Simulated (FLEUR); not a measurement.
# ZrSe2 (P-3m1) in FLEUR: band structure with SCAN

Aim: the band structure of ZrSe2 with SCAN.

All numbers are computed with FLEUR MaX-R8.1 (later development tree); they aren't measurements. Logs are shortened: lines on timing, memory, paths and dates and some standing lists are left out, and cuts for length are marked.

**The experiment to reproduce.**

From “Stress-Tuned Optical Transitions in Layered 1T-MX2 (M= Hf, Zr, Sn; X= S, Se) Crystals”, 2022, arxiv:2210.12074, for a bulk crystal of ZrSe2: band gap 1.2 eV (indirect).

How close the calculation comes is told below.

**1. Starting point**

The structure is trigonal, space group P-3m1 (No. 164). The conventional cell has a = 3.798 Å, b = 3.798 Å, c = 6.192 Å, α = 90.00°, β = 90.00°, γ = 120.00°. Around Zr (site symmetry -3m) lie 6 Se at 2.68 Å. Se (site symmetry 3m) is surrounded by 3 Zr at 2.68 Å.

**2. Band structure, SCAN**

inp.xml

```xml
<?xml version="1.0" encoding="UTF-8" standalone="no"?>
<fleurInput fleurInputVersion="0.39">
   <comment>
      ZrSe2                                                                                               
   </comment>
   <calculationSetup>
      <cutoffs Kmax="4.54" Gmax="14.1" GmaxXC="14.1" numbands="0"/>
      <scfLoop itmax="60" minDistance="0.00001" maxIterBroyd="15" imix="Anderson" alpha="0.05" precondParam="0.0" spinf="2.0" sdNocoIR="T"/>
      <coreElectrons ctail="F" frcor="F" kcrel="0" coretail_lmax="0"/>
      <xcFunctional name="LibXC" relativisticCorrections="F">
         <LibXCName exchange="mgga_x_scan" correlation="mgga_c_scan"/>
         <AuxGGA exchange="117" correlation="130"/>
      </xcFunctional>
      <magnetism jspins="1"/>
      <soc l_soc="F" theta="0.0" phi="0.0" spav="F"/>
      <expertModes spex="0" secvar="F"/>
      <geometryOptimization l_f="F" forcealpha="1.0" forcemix="BFGS" epsdisp="0.00001" epsforce="0.00001"/>
      <ldaU l_linMix="F" mixParam="0.05" spinf="1.0"/>
   </calculationSetup>
   <cell>
      <bzIntegration valenceElectrons="44.0" mode="hist" fermiSmearingEnergy="0.00183747">
         <kPointListSelection listName="default-1"/>
         <!-- k-points included here -->
         <xi:include xmlns:xi="http://www.w3.org/2001/XInclude" href="kpts.xml"> </xi:include>
[... 36 lines left out ...]
         </electronConfig>
         <energyParameters s="4" p="4" d="4" f="4"/>
         <lo type="SCLO" l="2" n="3" eDeriv="0"/>
         <lo type="SCLO" l="0" n="4" eDeriv="2"/>
         <lo type="SCLO" l="1" n="4" eDeriv="2"/>
         <lo type="SCLO" l="3" n="4" eDeriv="2"/>
      </species>
   </atomSpecies>
   <atomGroups>
      <atomGroup species="Zirconium (Zr)">
         <relPos label="                   1">.0000000000 .0000000000 .0000000000</relPos>
         <force calculate="T" relaxXYZ="TTT"/>
      </atomGroup>
      <atomGroup species="Selenium (Se)">
         <relPos label="                   2">-1.000/3.000 1.000/3.000 -1.000/4.000</relPos>
         <relPos label="                   3">1.000/3.000 -1.000/3.000 1.000/4.000</relPos>
         <force calculate="T" relaxXYZ="TTT"/>
      </atomGroup>
   </atomGroups>
   <output dos="F" band="F" slice="F">
      <checks vchk="F" cdinf="F"/>
      <bandDOS minEnergy="-.5*Htr" maxEnergy="0.5*Htr" sigma="0.015" storeEVData="T"/>
      <vacuumDOS vacdos="F" integ="F" star="F" nstars="0" locx1="0.0" locy1="0.0" locx2="0.0" locy2="0.0" nstm="0" tworkf="0.0"/>
      <unfoldingBand unfoldBand="F" supercellX="1" supercellY="1" supercellZ="1"/>
      <plotting iplot="0" polar="F">
         <plot TwoD="T" vec1="  1.0  0.0  0.0" vec2="  0.0  1.0  0.0" vec3="  0.0  0.0  1.0" zero="  0.0  0.0  0.0" file="plot"/>
      </plotting>
      <chargeDensitySlicing numkpt="0" minEigenval="0.0" maxEigenval="0.0" nnne="0" pallst="F"/>
      <specialOutput eonly="F"/>
      <moessbauerParams electricFieldGradient="T" isomerShift="T" coreHyperfine="T" valenceHyperfine="T"/>
      <magneticCircularDichroism mcd="F" energyLo="-10.0" energyUp="0.0"/>
   </output>
  <!-- We include the file relax.xml here to enable relaxations (see documentation) -->
  <xi:include xmlns:xi="http://www.w3.org/2001/XInclude" href="relax.xml"> <xi:fallback/> </xi:include>
</fleurInput>
```

crystal.txt

```
ZrSe2
&input cartesian=F /
3.7980000000  0.0000000000  0.0000000000
-1.8990000000  3.2891644836  0.0000000000
0.0000000000  0.0000000000  6.1920000000
1.8897261246
1.0 1.0 1.0

3
40 0.0000000000  0.0000000000  0.0000000000
34 0.6666666667  0.3333333333  0.7500000000
34 0.3333333333  0.6666666667  0.2500000000

&kpt div1=8 div2=8 div3=5 gamma=T /
```

inp.xml (bands)

```
<?xml version="1.0" encoding="UTF-8" standalone="no"?>
<fleurInput fleurInputVersion="0.39">
   <comment>
      ZrSe2                                                                                               
   </comment>
   <calculationSetup>
      <cutoffs Kmax="4.54" Gmax="14.1" GmaxXC="14.1" numbands="0"/>
      <scfLoop itmax="60" minDistance="0.00001" maxIterBroyd="15" imix="Anderson" alpha="0.05" precondParam="0.0" spinf="2.0" sdNocoIR="T"/>
      <coreElectrons ctail="F" frcor="F" kcrel="0" coretail_lmax="0"/>
      <xcFunctional name="LibXC" relativisticCorrections="F">
         <LibXCName exchange="mgga_x_scan" correlation="mgga_c_scan"/>
         <AuxGGA exchange="117" correlation="130"/>
      </xcFunctional>
      <magnetism jspins="1"/>
      <soc l_soc="F" theta="0.0" phi="0.0" spav="F"/>
      <expertModes spex="0" secvar="F"/>
      <geometryOptimization l_f="F" forcealpha="1.0" forcemix="BFGS" epsdisp="0.00001" epsforce="0.00001"/>
      <ldaU l_linMix="F" mixParam="0.05" spinf="1.0"/>
   </calculationSetup>
   <cell>
      <bzIntegration valenceElectrons="44.0" mode="hist" fermiSmearingEnergy="0.00183747">
         <kPointListSelection listName="path-1"/>
         <!-- k-points included here -->
         <xi:include xmlns:xi="http://www.w3.org/2001/XInclude" href="kpts.xml"> </xi:include>
      </bzIntegration>
[... 35 lines left out ...]
         </electronConfig>
         <energyParameters s="4" p="4" d="4" f="4"/>
         <lo type="SCLO" l="2" n="3" eDeriv="0"/>
         <lo type="SCLO" l="0" n="4" eDeriv="2"/>
         <lo type="SCLO" l="1" n="4" eDeriv="2"/>
         <lo type="SCLO" l="3" n="4" eDeriv="2"/>
      </species>
   </atomSpecies>
   <atomGroups>
      <atomGroup species="Zirconium (Zr)">
         <relPos label="                   1">.0000000000 .0000000000 .0000000000</relPos>
         <force calculate="T" relaxXYZ="TTT"/>
      </atomGroup>
      <atomGroup species="Selenium (Se)">
         <relPos label="                   2">-1.000/3.000 1.000/3.000 -1.000/4.000</relPos>
         <relPos label="                   3">1.000/3.000 -1.000/3.000 1.000/4.000</relPos>
         <force calculate="T" relaxXYZ="TTT"/>
      </atomGroup>
   </atomGroups>
   <output dos="F" band="T" slice="F">
      <checks vchk="F" cdinf="F"/>
      <bandDOS minEnergy="-.5*Htr" maxEnergy="0.5*Htr" sigma="0.015" storeEVData="T"/>
      <vacuumDOS vacdos="F" integ="F" star="F" nstars="0" locx1="0.0" locy1="0.0" locx2="0.0" locy2="0.0" nstm="0" tworkf="0.0"/>
      <unfoldingBand unfoldBand="F" supercellX="1" supercellY="1" supercellZ="1"/>
      <plotting iplot="0" polar="F">
         <plot TwoD="T" vec1="  1.0  0.0  0.0" vec2="  0.0  1.0  0.0" vec3="  0.0  0.0  1.0" zero="  0.0  0.0  0.0" file="plot"/>
      </plotting>
      <chargeDensitySlicing numkpt="0" minEigenval="0.0" maxEigenval="0.0" nnne="0" pallst="F"/>
      <specialOutput eonly="F"/>
      <moessbauerParams electricFieldGradient="T" isomerShift="T" coreHyperfine="T" valenceHyperfine="T"/>
      <magneticCircularDichroism mcd="F" energyLo="-10.0" energyUp="0.0"/>
   </output>
  <!-- We include the file relax.xml here to enable relaxations (see documentation) -->
  <xi:include xmlns:xi="http://www.w3.org/2001/XInclude" href="relax.xml"> <xi:fallback/> </xi:include>
</fleurInput>
```

Potentials or basis: all-electron, FLAPW.

Command:

```
inpgen -f crystal.txt -profile fastHighL
# inp.xml edited to the form shown
fleur_MPI
fleur_MPI   # second run, on inp.xml (bands)
```

What it wrote:

```text
Welcome to FLEUR        (www.flapw.de)
      MaX-Release 8.1          (www.max-centre.eu)
 func_ids         267         263         267         263
 MetaGGA potential functional detected - V_tau will be computed
 Auxiliary Potential for radial basis: exchange=         117  correlation=         130
The functional 'SCAN exchange of Sun, Ruzsinszky, and Perdew' is an exchange functional, it belongs to the 'MGGA' family and is defined in the reference(s):
[1] J. Sun, A. Ruzsinszky, and J. P. Perdew.,  Phys. Rev. Lett. 115, 036402 (2015)
The functional 'SCAN correlation of Sun, Ruzsinszky, and Perdew' is a correlation functional, it belongs to the 'MGGA' family and is defined in the reference(s):
[1] J. Sun, A. Ruzsinszky, and J. P. Perdew.,  Phys. Rev. Lett. 115, 036402 (2015)
 Using same functional for VXC and EXC

 ========== k-point set info ==========
 Selected k-point list: default-1
 k-point list type: mesh
 8 x 8 x 5
 Number of k points: 40

 ------------Calculation Setup---------------------------
 Number of MPI-tasks      :            1
 Number of PE/node        :            1
 Number of OMP-threads    :            1
 Most efficient MPI parallelization for:
           1           2           4           5           8          10          20          40
 Additional eigenvalue parallelization possible
 Number of basis functions:          946
 Approximate size of matrices (H+S) per k-point:         0.013 GB
 --------------------------------------------------------
The functional 'Hammer, Hansen, and Norskov' is an exchange functional, it belongs to the 'GGA' family and is defined in the reference(s):
[1] B. Hammer, L. B. Hansen, and J. K. Nørskov.,  Phys. Rev. B 59, 7413 (1999)
The functional 'Perdew, Burke & Ernzerhof' is a correlation functional, it belongs to the 'GGA' family and is defined in the reference(s):
[1] J. P. Perdew, K. Burke, and M. Ernzerhof.,  Phys. Rev. Lett. 77, 3865 (1996)
[2] J. P. Perdew, K. Burke, and M. Ernzerhof.,  Phys. Rev. Lett. 78, 1396 (1997)
 Using same functional for VXC and EXC
 Using auxiliary GGA potential for the first iteration of MetaGGA calculation.
 Reset of history
 Reset of history
 Iteration:     1   Distance:      21.08162301 me/bohr^3
The functional 'Hammer, Hansen, and Norskov' is an exchange functional, it belongs to the 'GGA' family and is defined in the reference(s):
[1] B. Hammer, L. B. Hansen, and J. K. Nørskov.,  Phys. Rev. B 59, 7413 (1999)
The functional 'Perdew, Burke & Ernzerhof' is a correlation functional, it belongs to the 'GGA' family and is defined in the reference(s):
[1] J. P. Perdew, K. Burke, and M. Ernzerhof.,  Phys. Rev. Lett. 77, 3865 (1996)
[2] J. P. Perdew, K. Burke, and M. Ernzerhof.,  Phys. Rev. Lett. 78, 1396 (1997)
 Using same functional for VXC and EXC
 Iteration:     2   Distance:      20.08425311 me/bohr^3
The functional 'Hammer, Hansen, and Norskov' is an exchange functional, it belongs to the 'GGA' family and is defined in the reference(s):
[1] B. Hammer, L. B. Hansen, and J. K. Nørskov.,  Phys. Rev. B 59, 7413 (1999)
The functional 'Perdew, Burke & Ernzerhof' is a correlation functional, it belongs to the 'GGA' family and is defined in the reference(s):
[1] J. P. Perdew, K. Burke, and M. Ernzerhof.,  Phys. Rev. Lett. 77, 3865 (1996)
[2] J. P. Perdew, K. Burke, and M. Ernzerhof.,  Phys. Rev. Lett. 78, 1396 (1997)
 Using same functional for VXC and EXC
 Iteration:     3   Distance:      18.94482057 me/bohr^3
The functional 'Hammer, Hansen, and Norskov' is an exchange functional, it belongs to the 'GGA' family and is defined in the reference(s):
[1] B. Hammer, L. B. Hansen, and J. K. Nørskov.,  Phys. Rev. B 59, 7413 (1999)
The functional 'Perdew, Burke & Ernzerhof' is a correlation functional, it belongs to the 'GGA' family and is defined in the reference(s):
[1] J. P. Perdew, K. Burke, and M. Ernzerhof.,  Phys. Rev. Lett. 77, 3865 (1996)
[2] J. P. Perdew, K. Burke, and M. Ernzerhof.,  Phys. Rev. Lett. 78, 1396 (1997)
 Using same functional for VXC and EXC
 Iteration:     4   Distance:       7.50082406 me/bohr^3
The functional 'Hammer, Hansen, and Norskov' is an exchange functional, it belongs to the 'GGA' family and is defined in the reference(s):
[1] B. Hammer, L. B. Hansen, and J. K. Nørskov.,  Phys. Rev. B 59, 7413 (1999)
The functional 'Perdew, Burke & Ernzerhof' is a correlation functional, it belongs to the 'GGA' family and is defined in the reference(s):
[1] J. P. Perdew, K. Burke, and M. Ernzerhof.,  Phys. Rev. Lett. 77, 3865 (1996)
[2] J. P. Perdew, K. Burke, and M. Ernzerhof.,  Phys. Rev. Lett. 78, 1396 (1997)
 Using same functional for VXC and EXC
 Iteration:     5   Distance:       5.04578345 me/bohr^3
The functional 'Hammer, Hansen, and Norskov' is an exchange functional, it belongs to the 'GGA' family and is defined in the reference(s):
[1] B. Hammer, L. B. Hansen, and J. K. Nørskov.,  Phys. Rev. B 59, 7413 (1999)
The functional 'Perdew, Burke & Ernzerhof' is a correlation functional, it belongs to the 'GGA' family and is defined in the reference(s):
[1] J. P. Perdew, K. Burke, and M. Ernzerhof.,  Phys. Rev. Lett. 77, 3865 (1996)
[2] J. P. Perdew, K. Burke, and M. Ernzerhof.,  Phys. Rev. Lett. 78, 1396 (1997)
 Using same functional for VXC and EXC
 Iteration:     6   Distance:       1.67739945 me/bohr^3
The functional 'Hammer, Hansen, and Norskov' is an exchange functional, it belongs to the 'GGA' family and is defined in the reference(s):
[1] B. Hammer, L. B. Hansen, and J. K. Nørskov.,  Phys. Rev. B 59, 7413 (1999)
The functional 'Perdew, Burke & Ernzerhof' is a correlation functional, it belongs to the 'GGA' family and is defined in the reference(s):
[1] J. P. Perdew, K. Burke, and M. Ernzerhof.,  Phys. Rev. Lett. 77, 3865 (1996)
[2] J. P. Perdew, K. Burke, and M. Ernzerhof.,  Phys. Rev. Lett. 78, 1396 (1997)
 Using same functional for VXC and EXC
[... 68 lines left out ...]
[2] J. P. Perdew, K. Burke, and M. Ernzerhof.,  Phys. Rev. Lett. 78, 1396 (1997)
 Using same functional for VXC and EXC
 Iteration:    17   Distance:       0.00022259 me/bohr^3
The functional 'Hammer, Hansen, and Norskov' is an exchange functional, it belongs to the 'GGA' family and is defined in the reference(s):
[1] B. Hammer, L. B. Hansen, and J. K. Nørskov.,  Phys. Rev. B 59, 7413 (1999)
The functional 'Perdew, Burke & Ernzerhof' is a correlation functional, it belongs to the 'GGA' family and is defined in the reference(s):
[1] J. P. Perdew, K. Burke, and M. Ernzerhof.,  Phys. Rev. Lett. 77, 3865 (1996)
[2] J. P. Perdew, K. Burke, and M. Ernzerhof.,  Phys. Rev. Lett. 78, 1396 (1997)
 Using same functional for VXC and EXC
 Iteration:    18   Distance:       0.00013569 me/bohr^3
The functional 'Hammer, Hansen, and Norskov' is an exchange functional, it belongs to the 'GGA' family and is defined in the reference(s):
[1] B. Hammer, L. B. Hansen, and J. K. Nørskov.,  Phys. Rev. B 59, 7413 (1999)
The functional 'Perdew, Burke & Ernzerhof' is a correlation functional, it belongs to the 'GGA' family and is defined in the reference(s):
[1] J. P. Perdew, K. Burke, and M. Ernzerhof.,  Phys. Rev. Lett. 77, 3865 (1996)
[2] J. P. Perdew, K. Burke, and M. Ernzerhof.,  Phys. Rev. Lett. 78, 1396 (1997)
 Using same functional for VXC and EXC
 Iteration:    19   Distance:       0.00005261 me/bohr^3
The functional 'Hammer, Hansen, and Norskov' is an exchange functional, it belongs to the 'GGA' family and is defined in the reference(s):
[1] B. Hammer, L. B. Hansen, and J. K. Nørskov.,  Phys. Rev. B 59, 7413 (1999)
The functional 'Perdew, Burke & Ernzerhof' is a correlation functional, it belongs to the 'GGA' family and is defined in the reference(s):
[1] J. P. Perdew, K. Burke, and M. Ernzerhof.,  Phys. Rev. Lett. 77, 3865 (1996)
[2] J. P. Perdew, K. Burke, and M. Ernzerhof.,  Phys. Rev. Lett. 78, 1396 (1997)
 Using same functional for VXC and EXC
 Iteration:    20   Distance:       0.00001570 me/bohr^3
The functional 'Hammer, Hansen, and Norskov' is an exchange functional, it belongs to the 'GGA' family and is defined in the reference(s):
[1] B. Hammer, L. B. Hansen, and J. K. Nørskov.,  Phys. Rev. B 59, 7413 (1999)
The functional 'Perdew, Burke & Ernzerhof' is a correlation functional, it belongs to the 'GGA' family and is defined in the reference(s):
[1] J. P. Perdew, K. Burke, and M. Ernzerhof.,  Phys. Rev. Lett. 77, 3865 (1996)
[2] J. P. Perdew, K. Burke, and M. Ernzerhof.,  Phys. Rev. Lett. 78, 1396 (1997)
 Using same functional for VXC and EXC
 Iteration:    21   Distance:       0.00000815 me/bohr^3

 ********************************************************************
 Run finished successfully
 Stop message:
   all done
 ********************************************************************
```

Wall time 5.4 min (1 thread of Arm Neoverse V1, shared host); peak memory 0.12 GiB.

Results:

```
Free energy                                           : -230241.3547 eV
Band gap on the k mesh                                : 0.70 eV, indirect (least direct gap 1.34 eV)
Band gap along the path                               : 0.66 eV, indirect (least direct gap 1.34 eV)
Valence electrons inside the program's atomic spheres : Zr 9.65; Se 13.86 (radii Zr 2.54, Se 2.16 bohr)
```

Levels at the corners of the path, in eV from the valence-band top:
```csv
point,band 19,band 20,band 21,band 22,band 23,band 24,band 25,band 26
Γ,-2.85,-0.09,-0.09,-0.01,1.34,1.34,1.92,4.62
M,-2.71,-2.61,-2.19,-1.44,0.86,2.85,3.22,5.23
K,-3.63,-2.37,-2.37,-1.81,2.02,2.92,2.92,4.39
Γ,-2.85,-0.09,-0.09,-0.01,1.34,1.34,1.92,4.62
A,-2.80,-2.07,-0.26,-0.26,1.31,1.31,2.34,5.01
L,-2.79,-2.58,-1.12,-1.02,0.66,2.84,3.20,4.79
H,-3.42,-2.42,-2.08,-2.08,2.09,2.54,2.54,5.16
A,-2.80,-2.07,-0.26,-0.26,1.31,1.31,2.34,5.01
L,-2.79,-2.58,-1.12,-1.02,0.66,2.84,3.20,4.79
M,-2.71,-2.61,-2.19,-1.44,0.86,2.85,3.22,5.23
K,-3.63,-2.37,-2.37,-1.81,2.02,2.92,2.92,4.39
H,-3.42,-2.42,-2.08,-2.08,2.09,2.54,2.54,5.16
```

Core levels (eV from the Fermi level):
```
atom                                                                                                                             levels
1 Zr  1s1/2 -17814.1, 2s1/2 -2464.1, 2p1/2 -2254.8, 2p3/2 -2169.0, 3s1/2 -400.2, 3p1/2 -322.4, 3p3/2 -308.7, 3d3/2 -171.6, 3d5/2 -169.1
2 Se                              1s1/2 -12495.3, 2s1/2 -1599.9, 2p1/2 -1434.2, 2p3/2 -1392.4, 3s1/2 -206.9, 3p1/2 -150.3, 3p3/2 -144.4
3 Se                              1s1/2 -12495.3, 2s1/2 -1599.9, 2p1/2 -1434.2, 2p3/2 -1392.4, 3s1/2 -206.9, 3p1/2 -150.3, 3p3/2 -144.4
```

Caveat: the meta-GGA is that of a development version, with a GGA for the radial functions and cores and without core tails.

**3. How close it comes**

Step 2. Measured gap of ZrSe2: 1.2 eV (indirect; quoted in “Stress-Tuned Optical Transitions in Layered 1T-MX2 (M= Hf, Zr, Sn; X= S, Se) Crystals”, 2022, arxiv:2210.12074). This calculation gives 0.66 eV (-0.54 eV). Spin-orbit coupling on Se, Zr is left out. The value is that of SCAN, without temperature or zero-point motion.
